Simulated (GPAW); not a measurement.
Runs of GPAW 26.7.0 on InAs. It takes space group F-43m (No. 216, cubic). Conventional cell: a = 6.036 Å, b = 6.036 Å, c = 6.036 Å, α = 90.00°, β = 90.00°, γ = 90.00°. Around In (site symmetry -43m) lie 4 As at 2.61 Å. Around As (site symmetry -43m) lie 4 In at 2.61 Å. 

```csv
task,level,potentials or basis,k mesh,cutoff (eV),smearing,maxiter,convergence,k mesh for the DOS,dos width,gap on the mesh (eV),pressure (GPa)
single point,LDA,"the program's PAW data sets (release 1.2.1) made for this functional, pw",8 × 8 × 8,600,gaussian 0.02 eV,150,-,-,-,none,-0.5
single point,PBEsol,"PAW data sets generated in the run's folder for this functional, pw",8 × 8 × 8,600,gaussian 0.05 eV,150,-,-,-,none,1.3
single point,LDA,"the program's PAW data sets (release 1.2.1) made for this functional, pw",6 × 6 × 6,450,fermi-dirac 0.05 eV,120,default,-,-,none,-1.5
density of states,RPBE+D3(BJ),"the program's PAW data sets (release 1.2.1) made for this functional, pw",8 × 8 × 8,600,fermi-dirac 0.1 eV,150,-,12 × 12 × 12,0.1 eV,none,(a)
```

Alike in all rows: no spin polarisation; cell as given.

Question: Estimate the missing entries.

Answer: (a) -4.1.

Caveats: this crystal is a semiconductor, whose small gap the functional closes, so the metal is an error of the method; the cutoff is short for stress and forces, so pressures can be off by a GPa or more (some runs); pairwise dispersion overbinds metals, which lowers pressure and volume (some runs).

A k mesh can miss the band edges, and the runs leave out spin-orbit coupling on As, In.

A gap of «none» marks a metal or a gap under the smearing width.

Runs at the PBE level aren't shown here.
